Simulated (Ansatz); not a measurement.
# FeCo (Pm-3m): Heisenberg exchange couplings, by script

The task is the Heisenberg exchange couplings, for FeCo (Pm-3m).

Program: Ansatz 0.2.0 through its Python package. Level of theory: DFT PBE, plane waves, PAW. These are calculated values, not measurements.

### 1 The structure

Symmetry: Pm-3m, No. 221, cubic system. The conventional cell has a = 2.857 Å, b = 2.857 Å, c = 2.857 Å, α = 90.00°, β = 90.00°, γ = 90.00°. Fe (site symmetry m-3m) is surrounded by 8 Co at 2.47 Å. Around Co (site symmetry m-3m) lie 8 Fe at 2.47 Å.

The script holds or builds the structure itself.

### 2 The code

Contents of jij.py:

```python
# -*- coding: utf-8 -*-
from dataclasses import dataclass
import logging
import sys
import warnings

import ansatz as az
import numpy as np

logging.basicConfig(stream=sys.stdout, format="%(name)s: %(message)s")
log = logging.getLogger("feco")
log.setLevel(logging.INFO)


@dataclass
class Settings:
    functional: str = "pbe"
    cutoff_ev: int = 510
    mesh: tuple[int, ...] = (7, 7, 7)


cfg = Settings()

warnings.simplefilter("ignore", az.DeckWarning)

vectors = np.array([
    [2.857, 0.0, 0.0],
    [0.0, 2.857, 0.0],
    [0.0, 0.0, 2.857],
])
system = (
    az.Lattice.of(vectors)
    .atom("Fe", [0.5, 0.5, 0.5])
    .atom("Co", [0.0, 0.0, 0.0])
    .moments(Fe=3.5, Co=-2.5)
)

job = (
    system.calculation()
    .functional(cfg.functional)
    .basis(cfg.cutoff_ev)
    .kpoints(*cfg.mesh)
    .occupations(az.OccupationsMethod.COLD)
    .spin("collinear")
    .eigenstates(nscf_kmesh=(7, 7, 7))
    .exchange_couplings(magnetic=["Fe", "Co"])
)
couplings = job.run().exchange_couplings().to_plain()
for atom in couplings["atoms"]:
    print(atom["site"]["symbol"], atom["role"], "moment", round(atom["moment_mub"], 3), "muB")
shells = {}
for pair in couplings["pairs"]:
    key = (pair["site"], pair["partner"], round(float(np.linalg.norm(pair["displacement_ang"])), 2))
    shells.setdefault(key, []).append(1000 * pair["coupling_ev"])
log.info("site partner distance (A)  count  mean J (meV)")
for (i, j, d), values in sorted(shells.items(), key=lambda item: item[0][2])[:10]:
    log.info(f"{i:4d} {j:7d} {d:12.2f} {len(values):6d} {np.mean(values):13.3f}")
print("mean-field order:", couplings["mean_field_order"])
```

### 3 What the engine is handed

The engine receives this input:

```yaml
crystal:
  lattice:
    - [2.857, 0.0, 0.0]
    - [0.0, 2.857, 0.0]
    - [0.0, 0.0, 2.857]
  atoms:
    - { symbol: Fe, position: [0.5, 0.5, 0.5] }
    - { symbol: Co, position: [0.0, 0.0, 0.0] }
basis:
  ecutwfc: 510.0
kpoints:
  mp_grid:
    grid: [7, 7, 7]
hamiltonian:
  xc: pbe
magnetization:
  spin_polarized: true
  per_species:
    Co: -2.5
    Fe: 3.5
scf:
  occupations:
    method: cold
output:
  eigenstates:
    nscf_kmesh:
      grid: [7, 7, 7]
    exchange_couplings:
      magnetic:
        - { species: Fe }
        - { species: Co }
```

### 4 Running it

Started as:

```sh
> python jij.py
```

Without the output at hand: what should come out? Wanted: free energy; gap on the mesh; moment, net / absolute.

The runs gave:

| quantity | value |
| --- | --- |
| free energy | -9606.7816 eV (-4803.3908 eV/atom) |
| gap on the mesh | none |
| moment, net / absolute | 4.54 / 4.83 μB per cell |

The mesh shows no gap. The SCF didn't keep the moments it started from (some shrank, vanished or turned); what is printed is the state reached. For a metal this k-point mesh is coarse: on a finer one energies can move by several to tens of meV an atom and pressures by half a GPa or more, differences at one mesh by less. The couplings are those of E = -sum over i != j of J_ij e_i.e_j for unit vectors, so J > 0 favours parallel moments. Couplings oscillate with the k-mesh and hold for small turns from this magnetic state; mean-field temperatures overestimate ordering, and where the couplings favour a wavevector other than zero the state started from isn't the stable order. The starting moments were not kept in at least one run, so it stands on a weaker or other magnetic state than the one typed.
